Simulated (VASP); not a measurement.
# Ni (Fm-3m) in VASP: a series of runs

One crystal, Ni, is run at these levels: vdW-DF-cx, optB88-vdW, vdW-DF2; tasks: relaxation of cell and atoms.

Program: VASP 6.6.1. These are calculated values, not measurements. Logs are shortened: lines on timing, memory, paths and dates and some standing lists are left out, and cuts for length are marked.

## (1) The crystal as given

The structure is cubic, space group Fm-3m (No. 225). Conventional cell: a = 3.475 Å, b = 3.475 Å, c = 3.475 Å, α = 90.00°, β = 90.00°, γ = 90.00°. Around Ni (site symmetry m-3m) lie 12 Ni at 2.46 Å.

## (2) Relaxation of cell and atoms, vdW-DF-cx, collinear spin, ferromagnetic start

Contents of INCAR:

```
SYSTEM = Ni
PREC = Accurate
ENCUT = 600
EDIFF = 1E-6
ISMEAR = -1
SIGMA = 0.05
LREAL = .False.
LASPH = .True.
NELM = 120
ALGO = Normal
ISIF = 3
LWAVE = .False.
LCHARG = .False.
ISPIN = 2
MAGMOM = 1
LORBIT = 11
LMAXMIX = 4
GGA = CX
LUSE_VDW = .True.
AGGAC = 0.0
IBRION = 2
NSW = 60
EDIFFG = -0.01
```

Contents of KPOINTS:

```
Automatic mesh
0
Gamma
  13 13 13
  0 0 0
```

Contents of POSCAR:

```
Ni
1.0
    0.0000000000      1.7375729330      1.7375729330
    1.7375729330      0.0000000000      1.7375729330
    1.7375729330      1.7375729330      0.0000000000
Ni
1
Direct
    0.0000000000      0.0000000000      0.0000000000
```

Potentials or basis: VASP PAW PBE potentials, release 64 (Ni).

Command:

```
> cat potpaw_PBE.64/Ni/POTCAR > POTCAR
> mpirun -np 1 vasp_std > vasp.out
```

OUTCAR:

```text
SYSTEM = Ni
   PREC = Accurate
   ENCUT = 600
   EDIFF = 1E-6
   ISMEAR = -1
   LREAL = .False.
   LASPH = .True.
   NELM = 120
   ISIF = 3
   ISPIN = 2
   LORBIT = 11
   GGA = CX
   IBRION = 2
   NSW = 60
   EDIFFG = -0.01

 ion  position               nearest neighbor table
   1  0.000  0.000  0.000-

  LATTYP: Found a face centered cubic cell.
 ALAT       =     3.4751458660

  Lattice vectors:

 A1 = (   0.0000000000,   1.7375729330,   1.7375729330)
 A2 = (   1.7375729330,   0.0000000000,   1.7375729330)
 A3 = (   1.7375729330,   1.7375729330,   0.0000000000)

Analysis of symmetry for initial positions (statically):
=====================================================================
 Subroutine PRICEL returns:
 Original cell was already a primitive cell.

 Routine SETGRP: Setting up the symmetry group for a
 face centered cubic supercell.

 Subroutine GETGRP returns: Found 48 space group operations
 (whereof 48 operations were pure point group operations)
 out of a pool of 48 trial point group operations.

The static configuration has the point symmetry O_h .

Analysis of symmetry for dynamics (positions and initial velocities):
=====================================================================
 Subroutine PRICEL returns:
 Original cell was already a primitive cell.

 Routine SETGRP: Setting up the symmetry group for a
 face centered cubic supercell.

 Subroutine GETGRP returns: Found 48 space group operations
 (whereof 48 operations were pure point group operations)
 out of a pool of 48 trial point group operations.

The dynamic configuration has the point symmetry O_h .

Analysis of structural, dynamic, and magnetic symmetry:
=====================================================================
 Subroutine PRICEL returns:
 Original cell was already a primitive cell.

 Routine SETGRP: Setting up the symmetry group for a
 face centered cubic supercell.

 Subroutine GETGRP returns: Found 48 space group operations
 (whereof 48 operations were pure point group operations)
 out of a pool of 48 trial point group operations.

The overall configuration has the point symmetry O_h .

 Subroutine INISYM returns: Found 48 space group operations
 (whereof 48 operations are pure point group operations),
 and found     1 'primitive' translations

----------------------------------------------------------------------------------------

                                     Primitive cell

  volume of cell :      10.4920

  direct lattice vectors                    reciprocal lattice vectors
     0.000000000  1.737572933  1.737572933    -0.287757705  0.287757705  0.287757705
     1.737572933  0.000000000  1.737572933     0.287757705 -0.287757705  0.287757705
     1.737572933  1.737572933  0.000000000     0.287757705  0.287757705 -0.287757705

  length of vectors
     2.457299207  2.457299207  2.457299207     0.498410966  0.498410966  0.498410966

  position of ions in fractional coordinates (direct lattice)
     0.000000000  0.000000000  0.000000000

  ion indices of the primitive-cell ions
   primitive index   ion index
                 1           1

----------------------------------------------------------------------------------------

 KPOINTS: Automatic mesh

Automatic generation of k-mesh.
 Grid dimensions read from file:
 generate k-points for:   13   13   13

 Generating k-lattice:

  Cartesian coordinates                     Fractional coordinates (reciprocal lattice)
    -0.022135208  0.022135208  0.022135208     0.076923077  0.000000000  0.000000000
     0.022135208 -0.022135208  0.022135208     0.000000000  0.076923077  0.000000000
     0.022135208  0.022135208 -0.022135208     0.000000000  0.000000000  0.076923077

  Length of vectors
     0.038339305  0.038339305  0.038339305

  Shift w.r.t. Gamma in fractional coordinates (k-lattice)
     0.000000000  0.000000000  0.000000000

 Subroutine IBZKPT returns following result:
 ===========================================

 Found     84 irreducible k-points:

 Following reciprocal coordinates:
            Coordinates               Weight
  0.000000  0.000000  0.000000      1.000000
  0.076923  0.000000  0.000000      8.000000
  0.153846  0.000000  0.000000      8.000000
  0.230769  0.000000  0.000000      8.000000
  0.307692  0.000000  0.000000      8.000000
  0.384615  0.000000  0.000000      8.000000
[... 16 lines left out ...]
  0.384615  0.153846  0.000000     24.000000
  0.461538  0.153846  0.000000     24.000000
 [... further k-points ...]
   k-points           NKPTS =     84   k-points in BZ     NKDIM =     84   number of bands    NBANDS=     10
   number of dos      NEDOS =    301   number of ions     NIONS =      1
   total plane-waves  NPLWV =   8000
   dimension x,y,z NGX =    20 NGY =   20 NGZ =   20
   dimension x,y,z NGXF=    40 NGYF=   40 NGZF=   40
   ions per type =               1
   NGX,Y,Z   is equivalent  to a cutoff of  13.53, 13.53, 13.53 a.u.
   NGXF,Y,Z  is equivalent  to a cutoff of  27.06, 27.06, 27.06 a.u.
 SYSTEM =  Ni
   PREC   = accura    normal or accurate (medium, high low for compatibility)
   ISTART =      0    job   : 0-new  1-cont  2-samecut
   ICHARG =      2    charge: 1-file 2-atom 10-const
   ISPIN  =      2    spin polarized calculation?
   LNONCOLLINEAR =      F non collinear calculations
   LSORBIT =      F    spin-orbit coupling
   LASPH  =      T    aspherical Exc in radial PAW
   ENCUT  =  600.0 eV  44.10 Ry    6.64 a.u.   4.91  4.91  4.91*2*pi/ulx,y,z
   NELM   =    120;   NELMIN=  2; NELMDL= -5     # of ELM steps
   EDIFF  = 0.1E-05   stopping-criterion for ELM
   LREAL  =      F    real-space projection
   EDIFFG = -.1E-01   stopping-criterion for IOM
   NSW    =     60    number of steps for IOM
   IBRION =      2    ionic relax: 0-MD 1-quasi-New 2-CG
   NFREE  =      1    steps in history (QN), initial steepest desc. (CG)
   ISIF   =      3    stress and relaxation
   ISYM   =      2    0-nonsym 1-usesym 2-fastsym
   POTIM  = 0.5000    time-step for ionic-motion
   TEBEG  =    0.0;   TEEND  =   0.0 temperature during run
   PSTRESS=    0.0 pullay stress
   NELECT =      10.0000    total number of electrons
   NUPDOWN=      -1.0000    fix difference up-down
   EMIN   =  10.00;   EMAX   =-10.00  energy-range for DOS
   EFERMI =   0.00;   METHOD = LEGACY
   ISMEAR =    -1;   SIGMA  =   0.05  broadening in eV -4-tet -1-fermi 0-gaus
   EFERMI_NEDOS =   21; number of points for ismear=-14 and -15
   IALGO  =     38    algorithm
   IMIX   =      4    mixing-type and parameters
     AMIX     =   0.40;   BMIX     =  1.00
     AMIX_MAG =   1.60;   BMIX_MAG =  1.00
  volume/ion in A,a.u.               =      10.49        70.80
  Fermi-wavevector in a.u.,A,eV,Ry     =   1.611097  3.044533 35.315755  2.595635
  Thomas-Fermi vector in A             =   2.706542
   LORBIT       =     11    0 simple, 1 ext, 2 COOP (PROOUT), +10 PAW based schemes
   GGA     = CX    functional components
   LHFCALC =     F    Hartree Fock is set to
   AEXX    =    0.0000 exact exchange contribution
   IVDW_NL    =     1    kernel type
   BPARAM     = 6.3000
   IVDW    =     0    specifies the selected vdW correction
   LEPSILON=     F    determine dielectric tensor
   LRPA    =     F    only Hartree local field effects (RPA)
 conjugate gradient relaxation of ions
 spin polarized calculation
  energy-cutoff  :      600.00
  volume of cell :       10.49
 maximum number of plane-waves:       365
   NGX =  9   NGY =  9   NGZ =  9

--------------------------------------- Ionic step        1  -------------------------------------------

 number of electron      10.0000000 magnetization       1.0000000

 number of electron       9.9999999 magnetization       0.6203474

 Free energy of the ion-electron system (eV)
  ---------------------------------------------------
  ext. energy  EPLUGINS =         0.00000000
  ---------------------------------------------------
  free energy    TOTEN  =        -3.04642350 eV

  energy without entropy =       -3.03344622  energy(sigma->0) =       -3.03993486

------------------------ aborting loop because EDIFF is reached ----------------------------------------

  FORCE on cell =-STRESS in cart. coord.  units (eV):
  Direction    XX          YY          ZZ          XY          YZ          ZX
  --------------------------------------------------------------------------------------
  -------------------------------------------------------------------------------------
  Total       -0.0503909     -0.0503909     -0.0503909      0.0000000      0.0000000      0.0000000
  in kB       -7.6949100     -7.6949100     -7.6949100      0.0000000      0.0000000      0.0000000
  external PRESSURE =      -7.6949100 kB  Pullay stress =       0.0000000 kB
[... 59 lines left out ...]
Total vdW correction in eV:      1.7566078

--------------------------------------- Ionic step        3  -------------------------------------------

 number of electron       9.9999998 magnetization       0.6204109

 Free energy of the ion-electron system (eV)
  ---------------------------------------------------
  ext. energy  EPLUGINS =         0.00000000
  ---------------------------------------------------
  free energy    TOTEN  =        -3.04650779 eV

  energy without entropy =       -3.03359428  energy(sigma->0) =       -3.04005104

 E-fermi :   9.7697     XC(G=0): -13.6190

 val. band max:        9.7674653573   @ k =   0.3846   0.0769   0.0000
 cond. band min:       9.7709006998   @ k =   0.3846   0.3846   0.0000
 fundamental gap:      0.0034353426
 Fermi energy:         9.7696807330

 spin component 1

 k-point     1 :       0.0000    0.0000    0.0000
  band No.  band energies     occupation
      1       0.4785      1.00000
      2       7.2657      1.00000
      3       7.2657      1.00000
      4       7.2657      1.00000
      5       8.4849      1.00000
      6       8.4849      1.00000
      7      33.8980      0.00000
      8      37.9879      0.00000
      9      37.9879      0.00000
     10      37.9879      0.00000
[... 287 lines left out ...]
 k-point    24 :       0.4615    0.1538    0.0000
  band No.  band energies     occupation
      1       5.0930      1.00000
      2       6.8242      1.00000
      3       7.2853      1.00000
      4       7.6818      1.00000
      5       9.2302      0.99998
      6      10.6669      0.00000
      7      17.9520      0.00000
      8      29.0325      0.00000
      9      30.7629      0.00000
     10      32.9576      0.00000

 [... further k-points ...]

 spin component 2

 k-point     1 :       0.0000    0.0000    0.0000
  band No.  band energies     occupation
      1       0.4716      1.00000
      2       7.9640      1.00000
      3       7.9640      1.00000
      4       7.9640      1.00000
      5       9.0773      1.00000
      6       9.0773      1.00000
      7      33.7994      0.00000
      8      37.9857      0.00000
      9      37.9857      0.00000
     10      37.9857      0.00000
[... 327 lines left out ...]
  FREE ENERGIE OF THE ION-ELECTRON SYSTEM (eV)
  ---------------------------------------------------
  free  energy   TOTEN  =        -3.0465077926 eV

  energy  without entropy=       -3.0335942823  energy(sigma->0) =       -3.04005104

Total vdW correction in eV:      1.7593905

 reached required accuracy - stopping structural energy minimisation

 total charge

# of ion       s       p       d       tot
------------------------------------------
    1        0.517   0.534   8.341   9.393

 magnetization (x)

# of ion       s       p       d       tot
------------------------------------------
    1       -0.006  -0.022   0.652   0.625
```

It took 65 s on 1 thread of Intel Xeon Platinum 8259CL at 2.50GHz (Skylake/Cascade Lake), shared host; peak memory 0.25 GiB.

Results:

```yaml
Free_energy: -3.0465 eV
Relaxed_volume: 10.46 Å³/atom
Relaxed_cell: a = 2.454 Å, b = 2.454 Å, c = 2.454 Å, α = 60.00°, β = 60.00°, γ = 60.00°
Space_group_after_relaxing_to_0.05_Å: Fm-3m (No. 225)
Energy_gained_by_relaxing: 0.1 meV/atom
Ionic_steps: 3
Pressure_after_relaxing: 0.0 GPa
Band_gap_on_the_k_mesh: none (metal or under the smearing width)
Net_moment: 0.62 μB per cell
Site_moments: Ni +0.62 μB
Valence_electrons_inside_the_program's_atomic_spheres: Ni 9.39
```

Final structure:
```
Ni
1.0
     0.00000    1.73554    1.73554
     1.73554    0.00000    1.73554
     1.73554    1.73554    0.00000
Ni
1
Direct
  0.00000 0.00000 0.00000
```

Levels at points of the mesh, in eV from the Fermi level:
Spin up:
```csv
k point,band 2,band 3,band 4,band 5,band 6,band 7,band 8,band 9
"(0.00, 0.00, 0.00)",-2.50,-2.50,-2.50,-1.28,-1.28,24.13,28.22,28.22
```
Spin down:
| k point | band 3 | band 4 | band 5 | band 6 | band 7 | band 8 |
| --- | --- | --- | --- | --- | --- | --- |
| (0.00, 0.00, 0.00) | -1.81 | -1.81 | -0.69 | -0.69 | 24.03 | 28.22 |

Caveat: the PAW data sets were made with another functional, which shifts forces and pressure a little.

## (3) Relaxation of cell and atoms, optB88-vdW, collinear spin, ferromagnetic start

Contents of INCAR:

```
SYSTEM = Ni
  PREC = Accurate
  ENCUT = 600
  EDIFF = 1E-6
  ISMEAR = -1
  SIGMA = 0.05
  LREAL = .False.
  LASPH = .True.
  NELM = 100
  ALGO = Normal
  ISIF = 3
  LWAVE = .False.
  LCHARG = .False.
  ISPIN = 2
  MAGMOM = 1
  LORBIT = 11
  LMAXMIX = 4
  GGA = BO
  LUSE_VDW = .True.
  AGGAC = 0.0
  PARAM1 = 0.1833333333
  PARAM2 = 0.22
  IBRION = 2
  NSW = 60
  EDIFFG = -0.01
```

Contents of KPOINTS:

```
regular mesh
0
Gamma
  13 13 13
  0 0 0
```

POSCAR is that of step 2.

Potentials or basis: VASP PAW PBE potentials, release 64 (Ni).

Command:

```
> cat potpaw_PBE.64/Ni/POTCAR > POTCAR
> mpirun -np 1 vasp_std > vasp.out
```

Wall time 75 s (1 thread of Intel Xeon Platinum 8259CL at 2.50GHz (Skylake/Cascade Lake), shared host); peak memory 0.25 GiB.

The run converged. Its results:

```yaml
Free_energy: -2.6713 eV
Relaxed_volume: 10.81 Å³/atom
Relaxed_cell: a = 2.482 Å, b = 2.482 Å, c = 2.482 Å, α = 60.00°, β = 60.00°, γ = 60.00°
Space_group_after_relaxing_to_0.05_Å: Fm-3m (No. 225)
Energy_gained_by_relaxing: 6.3 meV/atom
Ionic_steps: 3
Pressure_after_relaxing: 0.0 GPa
Band_gap_on_the_k_mesh: none (metal or under the smearing width)
Net_moment: 0.62 μB per cell
Site_moments: Ni +0.62 μB
Valence_electrons_inside_the_program's_atomic_spheres: Ni 9.35
```

The path:
| step | energy change (eV) | largest force (eV/Å) | pressure (GPa) | volume (Å³) |
| --- | --- | --- | --- | --- |
| 1 | 0.0000 | 0.0000 | 6.50 | 10.49 |
| 2 | 0.0000 | 0.0000 | -5.76 | 11.15 |
| 3 | -0.0063 | 0.0000 | -0.01 | 10.81 |

Final structure:
```xyz
1
Lattice="0.0000 1.7552 1.7552 1.7552 0.0000 1.7552 1.7552 1.7552 0.0000" Properties=species:S:1:pos:R:3 pbc="T T T"
Ni    0.0000    0.0000    0.0000
```

Levels at points of the mesh, in eV from the Fermi level:
Spin up:
| k point | band 1 | band 2 | band 3 | band 4 | band 5 | band 6 | band 7 | band 8 | band 9 | band 10 |
| --- | --- | --- | --- | --- | --- | --- | --- | --- | --- | --- |
| (0.00, 0.00, 0.00) | -8.94 | -2.40 | -2.40 | -2.40 | -1.24 | -1.24 | 24.07 | 27.74 | 27.74 | 27.74 |
Spin down:
```csv
k point,band 3,band 4,band 5,band 6,band 7,band 8
"(0.00, 0.00, 0.00)",-1.70,-1.70,-0.69,-0.69,23.95,27.74
```

Caveat: the PAW data sets were made with another functional, which shifts forces and pressure a little.

## (4) Relaxation of cell and atoms, vdW-DF2, collinear spin, ferromagnetic start

Contents of INCAR:

```
PREC = Accurate ; ENCUT = 600
EDIFF = 1E-6 ; ISMEAR = -1
SIGMA = 0.05 ; LREAL = F
LASPH = T ; NELM = 120
ALGO = Normal ; ISIF = 3
LWAVE = F ; LCHARG = F
ISPIN = 2 ; MAGMOM = 1
LORBIT = 11 ; LMAXMIX = 4
GGA = ML ; LUSE_VDW = T
AGGAC = 0.0 ; ZAB_VDW = -1.8867
IBRION = 2 ; NSW = 60
EDIFFG = -0.01
```

Contents of KPOINTS:

```
Automatic mesh
0
Gamma
  13 13 13
```

POSCAR is that of step 3.

Command:

```
> cat potpaw_PBE.64/Ni/POTCAR > POTCAR
> mpirun -np 1 vasp_std > vasp.out
```

Wall time 85 s (1 thread of Intel Xeon Platinum 8259CL at 2.50GHz (Skylake/Cascade Lake), shared host); peak memory 0.25 GiB.

The run converged. Its results:

* Free energy: -2.1264 eV
* Relaxed volume: 11.75 Å³/atom
* Relaxed cell: a = 2.552 Å, b = 2.552 Å, c = 2.552 Å, α = 60.00°, β = 60.00°, γ = 60.00°
* Space group after relaxing (to 0.05 Å): Fm-3m (No. 225)
* Energy gained by relaxing: 79.8 meV/atom
* Ionic steps: 3
* Pressure after relaxing: -0.1 GPa
* Band gap on the k mesh: none (metal or under the smearing width)
* Net moment: -0.61 μB per cell
* Site moments: Ni -0.63 μB
* Valence electrons inside the program's atomic spheres: Ni 9.24

Step by step:
```
step  energy change (eV)  largest force (eV/Å)  pressure (GPa)  volume (Å³)
   1              0.0000                0.0000           22.98        10.49
   2             -0.0312                0.0000          -11.67        12.95
   3             -0.0798                0.0000           -0.13        11.75
```

Final structure:
```
Ni
1.0
     0.00000    1.80451    1.80451
     1.80451    0.00000    1.80451
     1.80451    1.80451    0.00000
Ni
1
Cartesian
  0.0000 0.0000 0.0000
```

Levels at points of the mesh, in eV from the Fermi level:
Spin up:
| k point | band 1 | band 2 | band 3 | band 4 | band 5 | band 6 | band 7 | band 8 | band 9 | band 10 |
| --- | --- | --- | --- | --- | --- | --- | --- | --- | --- | --- |
| (0.00, 0.00, 0.00) | -8.33 | -1.48 | -1.48 | -1.48 | -0.67 | -0.67 | 23.36 | 26.40 | 26.40 | 26.40 |
Spin down:
```csv
k point,band 2,band 3,band 4,band 5,band 6,band 7,band 8,band 9
"(0.00, 0.00, 0.00)",-2.19,-2.19,-2.19,-1.14,-1.14,23.56,26.40,26.40
```

Caveat: the PAW data sets were made with another functional, which shifts forces and pressure a little.

## (5) The runs side by side

| level | gap on the mesh (eV) | pressure (GPa) | moment (μB) | relaxed volume (Å³/atom) |
| --- | --- | --- | --- | --- |
| vdW-DF-cx | none | 0.0 | 0.62 | 10.46 |
| optB88-vdW | none | 0.0 | 0.62 | 10.81 |
| vdW-DF2 | none | -0.1 | 0.61 | 11.75 |

Alike in all rows: task relaxation of cell and atoms; potentials or basis VASP PAW PBE potentials, release 64 (Ni); spin collinear, ferromagnetic start; cell relaxed; k mesh 13 × 13 × 13; cutoff (eV) 600; smearing fermi-dirac 0.05 eV.

Caveats: the PAW data sets were made with another functional, which shifts forces and pressure a little.

Absolute energies hang on the potentials; compare differences alone.
